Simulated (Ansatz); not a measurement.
Density of states of Bi2Te (I4_1/amd, a = 8.347 Å, b = 8.347 Å, c = 6.216 Å, α = 90.00°, β = 90.00°, γ = 90.00°), in states per eV and primitive cell, averaged over bins of 0.4 eV. The calculation used Ansatz 0.2.0, DFT PBE, scalar-relativistic, plane waves, PAW.

Settings: cutoff 420 eV, Γ-centred mesh 8×8×8 on the computed 6-atom cell, Gaussian smearing of 0.10 eV; no spin polarisation.

The cell is relaxed at this level. The states (both spins) are summed by tetrahedra on a 12×12×12 mesh at the self-consistent density. Energies are bin centres; the table starts no lower than −8 eV and ends at 6 eV, or lower where the solved bands end.

It is a metal at this level.

```tsv
E − E_F (eV)	total	Bi 6p	Te 5p	Bi 6s	Te 5s
-4.35	2.89	1.60	1.20	0.06	0.02
-3.95	4.46	2.69	1.58	0.12	0.05
-3.55	4.03	2.14	1.75	0.07	0.05
-3.15	4.76	2.71	1.85	0.09	0.08
-2.75	3.64	2.43	1.06	0.08	0.04
-2.35	5.03	3.05	1.75	0.13	0.06
-1.95	5.75	3.24	2.22	0.17	0.07
-1.55	5.38	2.47	2.62	0.17	0.05
-1.15	4.93	1.89	2.78	0.15	0.03
-0.75	4.80	1.89	2.61	0.19	0.03
-0.35	3.41	2.00	1.14	0.18	0.02
0.05	1.94	1.38	0.40	0.10	0.02
0.45	2.55	1.99	0.32	0.13	0.04
0.85	2.61	1.94	0.38	0.12	0.08
1.25	3.14	2.25	0.54	0.09	0.12
1.65	3.99	2.87	0.67	0.06	0.17
2.05	4.47	3.01	0.99	0.05	0.11
2.45	5.48	3.55	1.38	0.05	0.04
2.85	4.55	2.92	1.12	0.04	0.03
3.25	3.68	2.54	0.67	0.03	0.01
3.65	4.01	2.62	0.80	0.02	0.01
4.05	3.29	2.46	0.17	0.01	0.00
4.45	1.47	0.77	0.11	0.01	0.00
4.85	2.48	0.45	0.11	0.01	0.00
5.25	5.45	0.39	0.14	0.01	0.00
5.65	3.64	0.26	0.10	0.00	0.00
```

The columns after the total are the Löwdin projections on the occupied valence shells of the potentials. The rest of the total lies in shells that are empty in the free atom, which aren't projected, and between the atoms.

Spin-orbit coupling is left out, which matters for the bands of heavy elements.

Whether Bi2Te exists in this form wasn't checked.